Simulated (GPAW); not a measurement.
The system is TiTe2.

```xyz
3
Lattice="3.7770 0.0000 0.0000 -1.8885 3.2710 0.0000 0.0000 0.0000 6.4980" Properties=species:S:1:pos:R:3 pbc="T T T"
Te    0.0000    2.1807    4.7903
Te    1.8885    1.0903    1.7077
Ti    0.0000    0.0000    0.0000
```

| Item | Value |
| --- | --- |
| Program | GPAW 26.7.0 |
| Task | relaxation of cell and atoms |
| Functional | PBE |
| Dispersion | D3(BJ) |
| Potentials or basis | GPAW PAW data sets (gpaw-data 1.2.1) |
| Cutoff | 600 eV |
| Basis | pw |
| k mesh | 6 × 6 × 3 |
| Occupations | fermi-dirac, width 0.05 eV |
| Spin | no spin polarisation |

At the start: pressure -2.5 GPa; volume 26.76 Å³/atom.

**Question.** Where does the relaxation end?

**Answer.** Over 10 steps the energy falls by 12.2 meV/atom and the volume is 25.02 Å³/atom (-6.5 %); space group P-3m1 (No. 164, to 0.05 Å).

The path:
| step | energy change (eV) | largest force (eV/Å) | pressure (GPa) | volume (Å³) |
| --- | --- | --- | --- | --- |
| 1 | 0.0000 | 0.0443 | -2.51 | 80.28 |
| 2 | -0.0065 | 0.0121 | -2.14 | 79.80 |
| 3 | -0.0223 | 0.2975 | -0.02 | 77.19 |
| 4 | -0.0243 | 0.2810 | 0.03 | 76.96 |
| 5 | -0.0337 | 0.0070 | 0.12 | 75.03 |
| 6 | -0.0342 | 0.0025 | 0.01 | 75.17 |
| 7 | -0.0356 | 0.0097 | -0.19 | 75.41 |
| 8 | -0.0365 | 0.0147 | -0.26 | 75.43 |
| 9 | -0.0369 | 0.0092 | -0.15 | 75.22 |
| 10 | -0.0367 | 0.0024 | -0.03 | 75.06 |

Final structure:
```cif
data_structure
_symmetry_space_group_name_H-M 'P 1'
_symmetry_Int_Tables_number 1
_cell_length_a 3.7122
_cell_length_b 3.7122
_cell_length_c 6.2891
_cell_angle_alpha 90.000
_cell_angle_beta 90.000
_cell_angle_gamma 120.000
_cell_volume 75.06
loop_
_atom_site_label
_atom_site_type_symbol
_atom_site_fract_x
_atom_site_fract_y
_atom_site_fract_z
_atom_site_occupancy
Te1 Te 0.33333 0.66667 0.72827 1
Te2 Te 0.66667 0.33333 0.27173 1
Ti1 Ti 0.00000 0.00000 0.00000 1
```

Caveat: later steps reuse the first step's grids.
